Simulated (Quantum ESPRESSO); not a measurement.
**Bi under changes of volume**

One of the cells (31.117 Å³/atom); the others are scaled copies at fixed shape and fractional positions:

```
CELL_PARAMETERS angstrom
-1.98143 1.98143 1.98143
1.98143 -1.98143 1.98143
1.98143 1.98143 -1.98143
ATOMIC_POSITIONS crystal
Bi 0.00000 0.00000 0.00000
```

This isn't the form of Bi at room conditions, which is rhombohedral.

* Program: Quantum ESPRESSO 7.5
* Functional: PBE
* Potentials or basis: SSSP 1.3 efficiency PBE
* Cutoff: 748 eV
* Density cutoff: 5987 eV
* k mesh: 9 × 9 × 9
* Occupations: fermi-dirac, width 0.05 eV
* Spin: no spin polarisation

```tsv
volume (Å³/atom)	energy over the lowest point (meV/atom)	pressure (GPa)
29.250	32.45	4.6
29.872	16.54	3.2
30.495	6.16	1.8
31.117	0.81	0.6
31.739	0.00	-0.4
32.362	?	?
32.984	9.78	-2.2
```

Q: What does the run at 32.362 Å³/atom give?

A: Energy over the lowest point 3.16 meV/atom; pressure -1.4 GPa.

Worked out: A Birch-Murnaghan fit of order 3 (a polynomial in V^(-2/3)) to the other rows has its minimum at 31.55 Å³/atom with B0 = V·E''(V) = 54 GPa and B' = 4.7. It gives 3.10 meV/atom at 32.362 Å³/atom, against the run's 3.16, and -dE/dV = -1.3 GPa, against -1.4.

Energies are extrapolated to zero smearing.
